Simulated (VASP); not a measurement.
GaP in VASP: the effect of exact exchange

Crystal: GaP.

```
Ga P
1.0
     0.00000    2.72525    2.72525
     2.72525    0.00000    2.72525
     2.72525    2.72525    0.00000
Ga P
1 1
Direct
  0.00000 0.00000 0.00000
  0.75000 0.75000 0.75000
```

Alike in all runs:

```yaml
Program: VASP 6.6.1
Task: single point
Functional: PBE0(alpha)
Potentials_or_basis: VASP PAW PBE potentials, release 64 (Ga_d, P)
Cutoff: 520 eV
k_mesh: 4 × 4 × 4
Occupations: fermi-dirac, width 0.05 eV
Spin: no spin polarisation
```

**Question.** One run gave: gap on the mesh 2.45 eV; pressure 1.5 GPa. Which exact exchange did it use?
A. 0.05
B. 0.1
C. 0.15
D. 0.3
E. 0.25

**Answer.** C.

```csv
exact exchange,gap on the mesh (eV),pressure (GPa)
0.05,1.90,2.5
0.1,2.17,2.0
0.15,2.45,1.5
0.2,2.73,1.1
0.25,3.01,0.7
0.3,3.29,0.2
0.4,3.87,-0.6
0.5,4.45,-1.3
```

Caveats: all runs use coarse meshes; the PAW data sets were made with another functional, which shifts forces and pressure a little.

A k mesh can miss the band edges.

Runs at the PBE level aren't shown here.
